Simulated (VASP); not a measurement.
# Mo (Im-3m) in VASP: notebook

Runs on Mo. Level: PBE. Tasks: relaxation of cell and atoms.

Everything below comes from runs of VASP 6.6.1. Logs are shortened: lines on timing, memory, paths and dates and some standing lists are left out, and cuts for length are marked.

## Step 1: The structure

The structure is cubic, space group Im-3m (No. 229). The conventional cell has a = 3.147 Å, b = 3.147 Å, c = 3.147 Å, α = 90.00°, β = 90.00°, γ = 90.00°. Around Mo (site symmetry m-3m) lie 8 Mo at 2.73 Å.

## Step 2: Relaxation of cell and atoms, PBE, target pressure 22 GPa, at which the enthalpy is minimised

INCAR

```
PREC = Accurate ; ENCUT = 520
EDIFF = 1E-7 ; ISMEAR = 0
SIGMA = 0.1 ; LREAL = False
LASPH = True ; NELM = 100
ALGO = Fast ; ISIF = 3
LWAVE = False ; LCHARG = False
GGA = PE ; IBRION = 2
NSW = 80 ; EDIFFG = -0.002
PSTRESS = 220.0
```

KPOINTS

```
regular mesh
0
Gamma
  26 26 26
```

POSCAR

```
Mo
1.0
   -1.5734150000      1.5734150000      1.5734150000
    1.5734150000     -1.5734150000      1.5734150000
    1.5734150000      1.5734150000     -1.5734150000
Mo
1
Direct
    0.0000000000      0.0000000000      0.0000000000
```

Potentials or basis: VASP PAW PBE potentials, release 64 (Mo_sv).

Command:

```console
> cat potpaw_PBE.64/Mo_sv/POTCAR > POTCAR
> mpirun -np 1 vasp_std > vasp.out
```

OUTCAR:

```text
PREC = Accurate
   ENCUT = 520
   EDIFF = 1E-7
   ISMEAR = 0
   LREAL = False
   LASPH = True
   NELM = 100
   ISIF = 3
   GGA = PE
   IBRION = 2
   NSW = 80
   EDIFFG = -0.002
   PSTRESS = 220.0

 ion  position               nearest neighbor table
   1  0.000  0.000  0.000-

  LATTYP: Found a body centered cubic cell.
 ALAT       =     3.1468300000

  Lattice vectors:

 A1 = (  -1.5734150000,   1.5734150000,   1.5734150000)
 A2 = (   1.5734150000,  -1.5734150000,   1.5734150000)
 A3 = (   1.5734150000,   1.5734150000,  -1.5734150000)

Analysis of symmetry for initial positions (statically):
=====================================================================
 Subroutine PRICEL returns:
 Original cell was already a primitive cell.

 Routine SETGRP: Setting up the symmetry group for a
 body centered cubic supercell.

 Subroutine GETGRP returns: Found 48 space group operations
 (whereof 48 operations were pure point group operations)
 out of a pool of 48 trial point group operations.

The static configuration has the point symmetry O_h .

Analysis of symmetry for dynamics (positions and initial velocities):
=====================================================================
 Subroutine PRICEL returns:
 Original cell was already a primitive cell.

 Routine SETGRP: Setting up the symmetry group for a
 body centered cubic supercell.

 Subroutine GETGRP returns: Found 48 space group operations
 (whereof 48 operations were pure point group operations)
 out of a pool of 48 trial point group operations.

The dynamic configuration has the point symmetry O_h .

 Subroutine INISYM returns: Found 48 space group operations
 (whereof 48 operations are pure point group operations),
 and found     1 'primitive' translations

----------------------------------------------------------------------------------------

                                     Primitive cell

  volume of cell :      15.5808

  direct lattice vectors                    reciprocal lattice vectors
    -1.573415000  1.573415000  1.573415000     0.000000000  0.317780115  0.317780115
     1.573415000 -1.573415000  1.573415000     0.317780115  0.000000000  0.317780115
     1.573415000  1.573415000 -1.573415000     0.317780115  0.317780115  0.000000000

  length of vectors
     2.725234721  2.725234721  2.725234721     0.449408949  0.449408949  0.449408949

  position of ions in fractional coordinates (direct lattice)
     0.000000000  0.000000000  0.000000000

  ion indices of the primitive-cell ions
   primitive index   ion index
                 1           1

----------------------------------------------------------------------------------------

 KPOINTS: regular mesh

Automatic generation of k-mesh.
 Grid dimensions read from file:
 generate k-points for:   26   26   26

 Generating k-lattice:

  Cartesian coordinates                     Fractional coordinates (reciprocal lattice)
     0.000000000  0.012222312  0.012222312     0.038461538  0.000000000  0.000000000
     0.012222312  0.000000000  0.012222312     0.000000000  0.038461538  0.000000000
     0.012222312  0.012222312  0.000000000     0.000000000  0.000000000  0.038461538

  Length of vectors
     0.017284960  0.017284960  0.017284960

  Shift w.r.t. Gamma in fractional coordinates (k-lattice)
     0.000000000  0.000000000  0.000000000

 Subroutine IBZKPT returns following result:
 ===========================================

 Found    511 irreducible k-points:

 Following reciprocal coordinates:
            Coordinates               Weight
  0.000000  0.000000  0.000000      1.000000
  0.038462  0.000000  0.000000     12.000000
  0.076923  0.000000  0.000000     12.000000
  0.115385  0.000000  0.000000     12.000000
  0.153846  0.000000  0.000000     12.000000
  0.192308  0.000000  0.000000     12.000000
[... 16 lines left out ...]
  0.346154  0.038462  0.000000     48.000000
  0.384615  0.038462  0.000000     48.000000
 [... further k-points ...]
   k-points           NKPTS =    511   k-points in BZ     NKDIM =    511   number of bands    NBANDS=     11
   number of dos      NEDOS =    301   number of ions     NIONS =      1
   total plane-waves  NPLWV =   8000
   dimension x,y,z NGX =    20 NGY =   20 NGZ =   20
   dimension x,y,z NGXF=    40 NGYF=   40 NGZF=   40
   ions per type =               1
   NGX,Y,Z   is equivalent  to a cutoff of  12.20, 12.20, 12.20 a.u.
   NGXF,Y,Z  is equivalent  to a cutoff of  24.40, 24.40, 24.40 a.u.
 SYSTEM =  unknown system
   PREC   = accura    normal or accurate (medium, high low for compatibility)
   ISTART =      0    job   : 0-new  1-cont  2-samecut
   ICHARG =      2    charge: 1-file 2-atom 10-const
   ISPIN  =      1    spin polarized calculation?
   LNONCOLLINEAR =      F non collinear calculations
   LSORBIT =      F    spin-orbit coupling
   LASPH  =      T    aspherical Exc in radial PAW
   ENCUT  =  520.0 eV  38.22 Ry    6.18 a.u.   5.07  5.07  5.07*2*pi/ulx,y,z
   NELM   =    100;   NELMIN=  2; NELMDL= -5     # of ELM steps
   EDIFF  = 0.1E-06   stopping-criterion for ELM
   LREAL  =      F    real-space projection
   EDIFFG = -.2E-02   stopping-criterion for IOM
   NSW    =     80    number of steps for IOM
   IBRION =      2    ionic relax: 0-MD 1-quasi-New 2-CG
   NFREE  =      1    steps in history (QN), initial steepest desc. (CG)
   ISIF   =      3    stress and relaxation
   ISYM   =      2    0-nonsym 1-usesym 2-fastsym
   POTIM  = 0.5000    time-step for ionic-motion
   TEBEG  =    0.0;   TEEND  =   0.0 temperature during run
   PSTRESS=  220.0 pullay stress
   NELECT =      14.0000    total number of electrons
   NUPDOWN=      -1.0000    fix difference up-down
   EMIN   =  10.00;   EMAX   =-10.00  energy-range for DOS
   EFERMI =   0.00;   METHOD = LEGACY
   ISMEAR =     0;   SIGMA  =   0.10  broadening in eV -4-tet -1-fermi 0-gaus
   EFERMI_NEDOS =   21; number of points for ismear=-14 and -15
   IALGO  =     68    algorithm
   IMIX   =      4    mixing-type and parameters
     AMIX     =   0.40;   BMIX     =  1.00
     AMIX_MAG =   1.60;   BMIX_MAG =  1.00
  volume/ion in A,a.u.               =      15.58       105.14
  Fermi-wavevector in a.u.,A,eV,Ry     =   1.579747  2.985289 33.954710  2.495601
  Thomas-Fermi vector in A             =   2.680079
   LORBIT       =      0    0 simple, 1 ext, 2 COOP (PROOUT), +10 PAW based schemes
   GGA     = PE    functional components
   LHFCALC =     F    Hartree Fock is set to
   AEXX    =    0.0000 exact exchange contribution
   IVDW    =     0    specifies the selected vdW correction
   LEPSILON=     F    determine dielectric tensor
   LRPA    =     F    only Hartree local field effects (RPA)
 conjugate gradient relaxation of ions
 non-spin polarized calculation
 RMM-DIIS sequential band-by-band and
 Gauss-broadening in eV      SIGMA  =   0.10
  energy-cutoff  :      520.00
  volume of cell :       15.58
 maximum number of plane-waves:       432
   NGX = 11   NGY = 11   NGZ = 11

--------------------------------------- Ionic step        1  -------------------------------------------

 number of electron      14.0000001 magnetization

 Free energy of the ion-electron system (eV)
  ---------------------------------------------------
  ext. energy  EPLUGINS =         0.00000000
  ---------------------------------------------------
  free energy    TOTEN  =       -10.93448032 eV

  energy without entropy =      -10.93190164  energy(sigma->0) =      -10.93319098

------------------------ aborting loop because EDIFF is reached ----------------------------------------

  FORCE on cell =-STRESS in cart. coord.  units (eV):
  Direction    XX          YY          ZZ          XY          YZ          ZX
  --------------------------------------------------------------------------------------
  -------------------------------------------------------------------------------------
  Total        0.3996347      0.3996347      0.3996347     -0.0000000     -0.0000000      0.0000000
  in kB       41.0945191     41.0945191     41.0945191     -0.0000000     -0.0000000      0.0000000
  external PRESSURE =    -178.9054809 kB  Pullay stress =     220.0000000 kB
[... 207 lines left out ...]
  enthalpy is  TOTEN    =        -8.8461371055 eV   P V=        2.0201910538

--------------------------------------- Ionic step        7  -------------------------------------------

 number of electron      13.9999997 magnetization

 Free energy of the ion-electron system (eV)
  ---------------------------------------------------
  ext. energy  EPLUGINS =         0.00000000
  ---------------------------------------------------
  free energy    TOTEN  =       -10.86564963 eV

  energy without entropy =      -10.86303730  energy(sigma->0) =      -10.86434347

 E-fermi :  13.6049     XC(G=0): -13.7374

 val. band max:       13.5987046291   @ k =  -0.3077   0.3462   0.2308
 cond. band min:      13.6099414528   @ k =  -0.3846   0.3846   0.0385
 fundamental gap:      0.0112368237
 Fermi energy:        13.6048859023

 k-point     1 :       0.0000    0.0000    0.0000
  band No.  band energies     occupation
      1     -47.6960      2.00000
      2     -20.8067      2.00000
      3     -20.8067      2.00000
      4     -20.8067      2.00000
      5       6.1755      2.00000
      6      12.1138      2.00000
      7      12.1138      2.00000
      8      12.1138      2.00000
      9      15.3723      0.00000
     10      15.3723      0.00000
     11      28.5160      0.00000
[... 309 lines left out ...]
 k-point    24 :       0.3846    0.0385    0.0000
  band No.  band energies     occupation
      1     -47.3870      2.00000
      2     -22.3548      2.00000
      3     -21.3013      2.00000
      4     -20.8328      2.00000
      5       8.1216      2.00000
      6      10.0713      2.00000
      7      14.0973      0.00000
      8      15.4460      0.00000
      9      16.0803      0.00000
     10      17.9765      0.00000
     11      26.3504      0.00000

 [... further k-points ...]
[... 5 lines left out ...]
  --------------------------------------------------------------------------------------
  -------------------------------------------------------------------------------------
  Total        2.0192969      2.0192969      2.0192969      0.0000000      0.0000000      0.0000000
  in kB      219.9767309    219.9767309    219.9767309      0.0000000      0.0000000      0.0000000
  external PRESSURE =      -0.0232691 kB  Pullay stress =     220.0000000 kB
[... 16 lines left out ...]
  FREE ENERGIE OF THE ION-ELECTRON SYSTEM (eV)
  ---------------------------------------------------
  free  energy   TOTEN  =       -10.8656496325 eV

  energy  without entropy=      -10.8630372982  energy(sigma->0) =      -10.86434347

  enthalpy is  TOTEN    =        -8.8461391233 eV   P V=        2.0195105092

 reached required accuracy - stopping structural energy minimisation
```

It took 4.8 min on 1 thread of Intel Xeon Platinum 8488C (Sapphire Rapids), shared host; peak memory 0.21 GiB.

Results:

```yaml
Free_energy: -10.8656 eV
Relaxed_volume: 14.71 Å³/atom
Relaxed_cell: a = 2.673 Å, b = 2.673 Å, c = 2.673 Å, α = 109.47°, β = 109.47°, γ = 109.47°
Space_group_after_relaxing_to_0.05_Å: Im-3m (No. 229)
Energy_change_on_relaxing_the_enthalpy_is_what_falls: +68.8 meV/atom
Ionic_steps: 7
Pressure_after_relaxing: 22.0 GPa
Band_gap_on_the_k_mesh: none (metal or under the smearing width)
```

Step by step:
```csv
step,energy change (eV),largest force (eV/Å),pressure (GPa),volume (Å³)
1,0.0000,0.0000,4.11,15.58
2,1.2046,0.0000,127.63,11.98
3,0.0589,0.0000,20.25,14.78
4,0.0668,0.0000,21.63,14.72
5,0.0691,0.0000,22.04,14.71
6,0.0682,0.0000,21.89,14.71
7,0.0688,0.0000,22.00,14.71
```

Final structure:
```
CELL_PARAMETERS angstrom
-1.54345 1.54345 1.54345
1.54345 -1.54345 1.54345
1.54345 1.54345 -1.54345
ATOMIC_POSITIONS crystal
Mo 0.00000 0.00000 0.00000
```

Levels at points of the mesh, in eV from the Fermi level:
```tsv
k point	band 4	band 5	band 6	band 7	band 8	band 9	band 10	band 11
(0.00, 0.00, 0.00)	-34.41	-7.43	-1.49	-1.49	-1.49	1.77	1.77	14.91
(0.50, 0.00, 0.00)	-34.43	-5.71	-3.71	1.83	1.88	2.52	5.18	12.07
(0.50, 0.50, 0.50)	-35.57	-5.93	-5.93	4.34	4.34	4.34	9.55	9.55
```

Caveat: the cell is relaxed towards a set pressure, so the enthalpy falls and the energy may rise.

## Step 3: Relaxation of cell and atoms, PBE, target pressure 22 GPa, at which the enthalpy is minimised

This run uses another cell than the first one, of 14.71 Å³/atom, 0.944 times its volume.

INCAR is that of step 2.

KPOINTS is that of step 2.

POSCAR

```
Mo                                      
1.0
   -1.5434456553      1.5434456553      1.5434456553
    1.5434456553     -1.5434456553      1.5434456553
    1.5434456553      1.5434456553     -1.5434456553
  Mo            
     1
Direct
     0.0000000000000000    0.0000000000000000    0.0000000000000000
```

Potentials or basis: VASP PAW PBE potentials, release 64 (Mo_sv).

Command:

```console
> cat potpaw_PBE.64/Mo_sv/POTCAR > POTCAR
> mpirun -np 1 vasp_std > vasp.out
```

OUTCAR:

```text
PREC = Accurate
   ENCUT = 520
   EDIFF = 1E-7
   ISMEAR = 0
   LREAL = False
   LASPH = True
   NELM = 100
   ISIF = 3
   GGA = PE
   IBRION = 2
   NSW = 80
   EDIFFG = -0.002
   PSTRESS = 220.0

 ion  position               nearest neighbor table
   1  0.000  0.000  0.000-

  LATTYP: Found a body centered cubic cell.
 ALAT       =     3.0868913106

  Lattice vectors:

 A1 = (  -1.5434456553,   1.5434456553,   1.5434456553)
 A2 = (   1.5434456553,  -1.5434456553,   1.5434456553)
 A3 = (   1.5434456553,   1.5434456553,  -1.5434456553)

Analysis of symmetry for initial positions (statically):
=====================================================================
 Subroutine PRICEL returns:
 Original cell was already a primitive cell.

 Routine SETGRP: Setting up the symmetry group for a
 body centered cubic supercell.

 Subroutine GETGRP returns: Found 48 space group operations
 (whereof 48 operations were pure point group operations)
 out of a pool of 48 trial point group operations.

The static configuration has the point symmetry O_h .

Analysis of symmetry for dynamics (positions and initial velocities):
=====================================================================
 Subroutine PRICEL returns:
 Original cell was already a primitive cell.

 Routine SETGRP: Setting up the symmetry group for a
 body centered cubic supercell.

 Subroutine GETGRP returns: Found 48 space group operations
 (whereof 48 operations were pure point group operations)
 out of a pool of 48 trial point group operations.

The dynamic configuration has the point symmetry O_h .

 Subroutine INISYM returns: Found 48 space group operations
 (whereof 48 operations are pure point group operations),
 and found     1 'primitive' translations

----------------------------------------------------------------------------------------

                                     Primitive cell

  volume of cell :      14.7073
[... 120 lines left out ...]
 RMM-DIIS sequential band-by-band and
 Gauss-broadening in eV      SIGMA  =   0.10
  energy-cutoff  :      520.00
  volume of cell :       14.71
 maximum number of plane-waves:       410
   NGX =  9   NGY =  9   NGZ =  9

--------------------------------------- Ionic step        1  -------------------------------------------

 number of electron      13.9999997 magnetization

 Free energy of the ion-electron system (eV)
  ---------------------------------------------------
  ext. energy  EPLUGINS =         0.00000000
  ---------------------------------------------------
  free energy    TOTEN  =       -10.86512281 eV

  energy without entropy =      -10.86251055  energy(sigma->0) =      -10.86381668

------------------------ aborting loop because EDIFF is reached ----------------------------------------

  FORCE on cell =-STRESS in cart. coord.  units (eV):
  Direction    XX          YY          ZZ          XY          YZ          ZX
  --------------------------------------------------------------------------------------
  -------------------------------------------------------------------------------------
  Total        2.0237060      2.0237060      2.0237060      0.0000000     -0.0000000      0.0000000
  in kB      220.4570423    220.4570423    220.4570423      0.0000000     -0.0000000      0.0000000
  external PRESSURE =       0.4570423 kB  Pullay stress =     220.0000000 kB
[... 61 lines left out ...]
--------------------------------------- Ionic step        3  -------------------------------------------

 number of electron      13.9999997 magnetization

 Free energy of the ion-electron system (eV)
  ---------------------------------------------------
  ext. energy  EPLUGINS =         0.00000000
  ---------------------------------------------------
  free energy    TOTEN  =       -10.86534132 eV

  energy without entropy =      -10.86272875  energy(sigma->0) =      -10.86403504

 E-fermi :  13.6030     XC(G=0): -13.7369

 val. band max:       13.5969091359   @ k =  -0.3077   0.3462   0.2308
 cond. band min:      13.6078733481   @ k =  -0.3846   0.3846   0.0385
 fundamental gap:      0.0109642121
 Fermi energy:        13.6030426425

 k-point     1 :       0.0000    0.0000    0.0000
  band No.  band energies     occupation
      1     -47.6978      2.00000
      2     -20.8087      2.00000
      3     -20.8087      2.00000
      4     -20.8087      2.00000
      5       6.1739      2.00000
      6      12.1124      2.00000
      7      12.1124      2.00000
      8      12.1124      2.00000
      9      15.3703      0.00000
     10      15.3703      0.00000
     11      28.5140      0.00000
[... 309 lines left out ...]
 k-point    24 :       0.3846    0.0385    0.0000
  band No.  band energies     occupation
      1     -47.3889      2.00000
      2     -22.3562      2.00000
      3     -21.3031      2.00000
      4     -20.8348      2.00000
      5       8.1203      2.00000
      6      10.0700      2.00000
      7      14.0952      0.00000
      8      15.4440      0.00000
      9      16.0782      0.00000
     10      17.9741      0.00000
     11      26.3482      0.00000

 [... further k-points ...]
[... 5 lines left out ...]
  --------------------------------------------------------------------------------------
  -------------------------------------------------------------------------------------
  Total        2.0200670      2.0200670      2.0200670     -0.0000000     -0.0000000      0.0000000
  in kB      220.0368312    220.0368312    220.0368312     -0.0000000     -0.0000000      0.0000000
  external PRESSURE =       0.0368312 kB  Pullay stress =     220.0000000 kB
[... 20 lines left out ...]
  energy  without entropy=      -10.8627287530  energy(sigma->0) =      -10.86403504

  enthalpy is  TOTEN    =        -8.8456124876 eV   P V=        2.0197288315

 reached required accuracy - stopping structural energy minimisation
```

Wall time 1.7 min (1 thread of Intel Xeon Platinum 8488C (Sapphire Rapids), shared host); peak memory 0.2 GiB.

Results:

- Free energy: -10.8653 eV
- Relaxed volume: 14.71 Å³/atom
- Relaxed cell: a = 2.673 Å, b = 2.673 Å, c = 2.673 Å, α = 109.47°, β = 109.47°, γ = 109.47°
- Space group after relaxing (to 0.05 Å): Im-3m (No. 229)
- Energy change on relaxing (the enthalpy is what falls): -0.2 meV/atom
- Ionic steps: 3
- Pressure after relaxing: 22.0 GPa
- Band gap on the k mesh: none (metal or under the smearing width)

Step by step:
| step | energy change (eV) | largest force (eV/Å) | pressure (GPa) | volume (Å³) |
| --- | --- | --- | --- | --- |
| 1 | 0.0000 | 0.0000 | 22.05 | 14.71 |
| 2 | -0.0012 | 0.0000 | 21.83 | 14.72 |
| 3 | -0.0002 | 0.0000 | 22.00 | 14.71 |

Final structure:
```
CELL_PARAMETERS angstrom
-1.54350 1.54350 1.54350
1.54350 -1.54350 1.54350
1.54350 1.54350 -1.54350
ATOMIC_POSITIONS crystal
Mo 0.00000 0.00000 0.00000
```

Caveat: the cell is relaxed towards a set pressure, so the enthalpy falls and the energy may rise.
